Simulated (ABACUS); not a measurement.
Na:

```
Na
1.0
    -2.14100    2.14100    2.14100
     2.14100   -2.14100    2.14100
     2.14100    2.14100   -2.14100
Na
1
Direct
  0.00000 0.00000 0.00000
```

- Program: ABACUS 3.10.1
- Task: relaxation of cell and atoms
- Functional: rPW86PBE
- Potentials or basis: SG15 ONCV 1.2 PBE
- Cutoff: 1211 eV
- Density cutoff: 4844 eV
- Basis: plane waves
- k mesh: 7 × 7 × 7
- Occupations: fermi-dirac, width 0.05 eV
- Spin: no spin polarisation

At the start: pressure -0.5 GPa; volume 39.26 Å³/atom.

Where does the relaxation end?

Over 9 steps the energy falls by 5.2 meV/atom and the volume is 36.49 Å³/atom (-7.1 %); space group Im-3m (No. 229, to 0.05 Å).

Step by step:
| step | energy change (eV) | largest force (eV/Å) | pressure (GPa) | volume (Å³) |
| --- | --- | --- | --- | --- |
| 1 | 0.0000 | 0.0000 | -0.54 | 39.26 |
| 2 | -0.0023 | 0.0000 | -0.42 | 38.49 |
| 3 | -0.0049 | 0.0000 | -0.14 | 37.02 |
| 4 | -0.0049 | 0.0000 | -0.13 | 36.96 |
| 5 | -0.0051 | 0.0000 | -0.09 | 36.77 |
| 6 | -0.0051 | 0.0000 | -0.08 | 36.73 |
| 7 | -0.0052 | 0.0000 | -0.05 | 36.60 |
| 8 | -0.0052 | 0.0000 | -0.05 | 36.57 |
| 9 | -0.0052 | 0.0000 | -0.01 | 36.49 |

Final structure:
```yaml
crystal:
  lattice:
    - [-2.08943, 2.08943, 2.08943]
    - [2.08943, -2.08943, 2.08943]
    - [2.08943, 2.08943, -2.08943]
  atoms:
    - { symbol: Na, position: [0.00000, 0.00000, 0.00000] }
```

Caveat: the potentials were made for another functional, which shifts forces and pressure.
